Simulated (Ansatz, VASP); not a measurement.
## One calculation of Na, two programs

```
Na
1.0
    -2.11565    2.11565    2.11565
     2.11565   -2.11565    2.11565
     2.11565    2.11565   -2.11565
Na
1
Direct
  0.00000 0.00000 0.00000
```

Alike in both runs: task single point; functional PBE; k mesh 14 × 14 × 14; occupations gaussian, width 0.1 eV; no spin polarisation.

|  | VASP | Ansatz |
| --- | --- | --- |
| version | VASP 6.6.1 | Ansatz 0.2.0 |
| potentials or method | VASP PAW PBE potentials, release 64 (Na_pv) | scalar-relativistic, plane waves, PAW |
| plane-wave cutoff (eV) | 520 | 420 |
| valence electrons in the cell | 7 | 9 |

```tsv
	VASP	Ansatz	Ansatz less VASP
gap on the k mesh at the Fermi level (eV)	none	none	-
pressure (GPa)	-0.2	-0.2	+0.03
```

A gap of «none» marks a metal or a gap that the smearing closes. The functional is the same, so the differences come from potentials, cutoffs and numerics. The two sets of potentials don't hold the same shells in valence.
